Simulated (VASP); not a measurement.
Input of a VASP 6.6.1 run:

The input INCAR:

```
PREC = Accurate
ENCUT = 600
EDIFF = 1E-7
ISMEAR = 0
SIGMA = 0.03
LREAL = False
LASPH = True
NELM = 80
ALGO = Normal
ISIF = 2
LWAVE = False
LCHARG = False
IBRION = 2
NSW = 40
EDIFFG = -0.01
```

KPOINTS

```
regular mesh
0
Gamma
  8 8 8
```

File POSCAR:

```
KBr                                     
1.0
    0.0000000000      3.2329051777      3.2329051777
    3.2329051777      0.0000000000      3.2329051777
    3.2329051777      3.2329051777      0.0000000000
  K               Br            
     1     1
Direct
     0.0000000000000000    0.0000000000000000    0.0000000000000000
     0.5000000000000000    0.5000000000000000    0.5000000000000000
```

Potentials or basis: VASP PAW LDA potentials, release 64 (K_sv, Br).

Command:

```sh
$ cat potpaw_LDA.64/K_sv/POTCAR potpaw_LDA.64/Br/POTCAR > POTCAR
$ mpirun -np 1 vasp_std > vasp.out
```

(1) What does it give for the band gap on the k mesh?

Answers

(1) 4.20 eV, direct.

Caveat: the relaxation stopped at its first step, so nothing moved.
